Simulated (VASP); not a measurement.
**From VASP inputs to Ansatz: RbBr (zincblende)**

INCAR

```
LASPH = .TRUE.
ISMEAR = -1
NELM = 120
ISIF = 3
SIGMA = 0.02
EDIFF = 1E-7
EDIFFG = -5E-3
PREC = Accurate
LREAL = .FALSE.
NSW = 40
NBANDS = 15
ENCUT = 600
LCHARG = .FALSE.
LWAVE = .FALSE.
IBRION = 2
GGA = PS
```

KPOINTS

```
KPOINTS created by Atomic Simulation Environment
0
Gamma
6 6 6
0 0 0
```

POSCAR

```
Rb Br
 1.0000000000000000
     0.0000000000000000    3.8928605836447376    3.8928605836447376
     3.8928605836447376   -0.0000000000000000    3.8928605836447376
     3.8928605836447376    3.8928605836447376    0.0000000000000000
 Rb  Br
   1   1
Cartesian
  0.0000000000000000  0.0000000000000000 -0.0000000000000000
  1.9464302918223688  1.9464302918223688  1.9464302918223688
```

VASP ran with the recommended PBE PAW datasets (16 valence electrons in the cell).

Q: Write an Ansatz input for this cell and level of theory.

A: 

```yaml
crystal:
  lattice:
    - [0.0, 3.8928605836, 3.8928605836]
    - [3.8928605836, 0.0, 3.8928605836]
    - [3.8928605836, 3.8928605836, 0.0]
  atoms:
    - { symbol: Rb, position: [0.0, 0.0, 0.0] }
    - { symbol: Br, position: [0.25, 0.25, 0.25] }
kpoints:
  mp_grid: { grid: [6, 6, 6] }
hamiltonian:
  xc: pbesol
scf:
  occupations: { method: fermi_dirac, width: 0.02 }
relax:
  f_tol: 0.005
  cell: {}
```

Other inputs would serve too.

```
                                              VASP                 Ansatz
relaxed cell vector lengths  5.408, 5.408, 5.408 Å  5.396, 5.396, 5.396 Å
        relaxed cell volume              111.86 Å³              111.07 Å³
```

The two codes use different PAW datasets and cutoffs. VASP's cell holds 16 valence electrons and Ansatz's 16.
